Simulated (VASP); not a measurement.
Here is a VASP 6.6.1 calculation.

The input INCAR:

```
PREC = Accurate ; ENCUT = 520
EDIFF = 1E-6 ; ISMEAR = 0
SIGMA = 0.1 ; LREAL = False
LASPH = True ; NELM = 100
ALGO = Fast ; ISIF = 2
LWAVE = False ; LCHARG = False
GGA = PS ; NBANDS = 18
```

Contents of KPOINTS:

```
Automatic mesh
0
Gamma
  12 12 10
```

File POSCAR:

```
As
1.0
    1.8633070093     -5.4340664694      0.0000000000
    1.8633070093      5.4340664694      0.0000000000
    0.0000000000      0.0000000000      4.2982246629
As
4
Direct
    0.1118882123      0.8881117877      0.9439421159
    0.6118882123      0.3881117877      0.5560578841
    0.8881117877      0.1118882123      0.0560578841
    0.3881117877      0.6118882123      0.4439421159
```

Potentials or basis: VASP PAW PBE potentials, release 64 (As).

Launch:

```console
$ cat potpaw_PBE.64/As/POTCAR > POTCAR
$ mpirun -np 1 vasp_std > vasp.out
```

(1) What does it give for the pressure?

(2) Estimate the band gap on the k mesh.

Answers

(1) 0.4 GPa.

(2) none (metal or under the smearing width).

Caveat: the PAW data sets were made with another functional, which shifts forces and pressure a little.
